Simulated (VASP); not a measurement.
A run of VASP 6.6.1 is set up as follows.

File INCAR:

```
SYSTEM = Pd
PREC = Accurate
ENCUT = 400
EDIFF = 1E-6
ISMEAR = 1
SIGMA = 0.1
LREAL = Auto
LASPH = .TRUE.
NELM = 80
ALGO = Normal
ISIF = 2
LWAVE = .FALSE.
LCHARG = .FALSE.
GGA = PE
NBANDS = 94
ISYM = 0
KPAR = 4
```

Contents of KPOINTS:

```
Automatic mesh
0
G
  6 6 1
  0 0 0
```

The input POSCAR:

```
Pd                                      
1.0
    5.5012907576      0.0000000000      0.0000000000
    2.7506453788      4.7642575497      0.0000000000
    0.0000000000      0.0000000000     23.2376776414
  Pd            
    16
Selective dynamics
Direct
     0.0000000000000000    0.0000000000000000    0.1075839005000034   F   F   F
     0.5000000000000000    0.0000000000000000    0.1075839005000034   F   F   F
     0.0000000000000000    0.5000000000000000    0.1075839005000034   F   F   F
     0.5000000000000000    0.5000000000000000    0.1075839005000034   F   F   F
     0.1666666667000030    0.1666666667000030    0.2042326527000000   F   F   F
     0.6666666667000030    0.1666666667000030    0.2042326527000000   F   F   F
     0.1666666667000030    0.6666666667000030    0.2042326527000000   F   F   F
     0.6666666667000030    0.6666666667000030    0.2042326527000000   F   F   F
     0.8333333315112117    0.3333333330832043    0.3004269887803841   T   T   T
     0.3333333293467703    0.3333333291375395    0.3004269874241051   T   T   T
     0.8333333291891510    0.8333333286916105    0.3004269876631512   T   T   T
     0.3333333330945965    0.8333333318156751    0.3004269870401732   T   T   T
     0.0000000028692383    0.0000000035270699    0.3978890658754789   T   T   T
     0.5000000033873437    0.0000000025263058    0.3978890470072652   T   T   T
     0.0000000021697994    0.5000000030915305    0.3978890527687869   T   T   T
     0.5000000038621476    0.5000000027151505    0.3978890555399427   T   T   T
```

Potentials or basis: VASP PAW PBE potentials, release 64 (Pd).

Run with:

```sh
$ cat potpaw_PBE.64/Pd/POTCAR > POTCAR
$ mpirun -np 4 vasp_std > vasp.out
```

Task: Predict the largest force.

Result: 0.297 eV/Å.

Task: What does it give for the band gap on the k mesh?

Result: None (metal or under the smearing width).

Forces in eV/Å, atoms in the order of the input:
```
Pd   0.000  0.000 -0.297
Pd   0.000  0.000 -0.297
Pd   0.000  0.000 -0.297
Pd   0.000  0.000 -0.297
Pd   0.000  0.000  0.016
Pd   0.000  0.000  0.016
Pd   0.000  0.000  0.016
Pd   0.000  0.000  0.016
Pd   0.000  0.000  0.088
Pd   0.000  0.000  0.088
Pd   0.000  0.000  0.088
Pd   0.000  0.000  0.088
Pd   0.000  0.000  0.193
Pd   0.000  0.000  0.193
Pd   0.000  0.000  0.193
Pd   0.000  0.000  0.193
```
